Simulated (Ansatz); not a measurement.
A run of Ansatz 0.2.0:

input.yaml

```yaml
crystal:
  lattice:
    - [4.09041, 0.0, 0.0]
    - [-2.0452, 3.5424, 0.0]
    - [0.0, 0.0, 3.32658]
  atoms:
    - { symbol: Ge, position: [0.66667, 0.33333, 0.14086] }
    - { symbol: Ge, position: [0.33333, 0.66667, 0.85914] }
hamiltonian:
  xc: hf
  pseudopotentials: { kind: paw }
kpoints:
  mp_grid: { grid: [4, 4, 4] }
scf:
  occupations: { method: fermi_dirac, width: 0.05 }
output:
  forces: true
  stress: true
  eigenvalues: true
relax:
  f_tol: 0.01
  max_steps: 40
  cell: { stress_tol: 0.05 }
```

Potentials or basis: Ansatz PAW.

Run with:

```bash
$ ansatz run input.yaml --threads 2 --pin off --max-ram 5632MiB --backend cpu --events-out ev --progress --plain --runs-dir out
```

Hardware: 2 threads of Arm Neoverse V1, on a shared host.

Task: How long does it take, and how much memory?

Result: It took 100 s on 2 threads of Arm Neoverse V1, on a shared host, peak memory 0.66 GiB. Counts: scf iterations 270, plane waves 971, k points 13, bands 18, ion steps 7.
